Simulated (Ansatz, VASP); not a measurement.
This is a calculation of Al for VASP 6.6.1.

File INCAR:

```
SYSTEM = Al
ALGO = Fast ; EDIFF = 1E-6
ENCUT = 520 ; GGA = PS
ISIF = 2 ; ISMEAR = -1
LASPH = .TRUE. ; LCHARG = .TRUE.
LELF = .TRUE. ; LREAL = .FALSE.
LVHAR = .TRUE. ; LWAVE = .FALSE.
NBANDS = 8 ; NELM = 80
PREC = Accurate ; SIGMA = 0.05
```

File KPOINTS:

```
k-points
0
G
  11 11 11
  0 0 0
```

The input POSCAR:

```
Al
1.0
    0.0000000000      2.0112152952      2.0112152952
    2.0112152952      0.0000000000      2.0112152952
    2.0112152952      2.0112152952      0.0000000000
Al
1
Direct
    0.0000000000      0.0000000000      0.0000000000
```

Potentials or basis: VASP PAW PBE potentials, release 64 (Al).

Run with:

```console
$ cat potpaw_PBE.64/Al/POTCAR > POTCAR
$ mpirun -np 1 vasp_std > vasp.out
```

Set up the same calculation for Ansatz 0.2.0. Potentials there: all-electron LAPW, scalar-relativistic.

As run (the cutoff follows the program's own potentials):

Contents of input.yaml:

```yaml
crystal:
  lattice:
    - [0.0, 2.0112152952, 2.0112152952]
    - [2.0112152952, 0.0, 2.0112152952]
    - [2.0112152952, 2.0112152952, 0.0]
  atoms:
    - { symbol: Al, position: [0.0, 0.0, 0.0] }
kpoints:
  mp_grid: { grid: [11, 11, 11] }
scf:
  occupations: { method: fermi_dirac, width: 0.05 }
hamiltonian:
  xc: pbesol
  pseudopotentials: { kind: all_electron, lapw: { basis_error: 0.0005 } }
output:
  forces: true
  stress: true
  eigenvalues: true
```

Potentials or basis: all-electron LAPW, scalar-relativistic.

Run with:

```sh
$ ansatz run input.yaml --threads 1 --pin off --max-ram 3072MiB --backend cpu --events-out ev --progress --plain --runs-dir out
```

Both were run:

|  | VASP | Ansatz | Ansatz less VASP |
| --- | --- | --- | --- |
| gap on the k mesh at the Fermi level (eV) | none | none | - |
| pressure (GPa) | -0.3 | -0.3 | -0.06 |

A gap of «none» marks a metal or a gap that the smearing closes. Ansatz ran all-electron here, so the differences hold the error of VASP's frozen core and of both bases.

Caveats: the PAW data sets were made with another functional, which shifts forces and pressure a little (VASP).
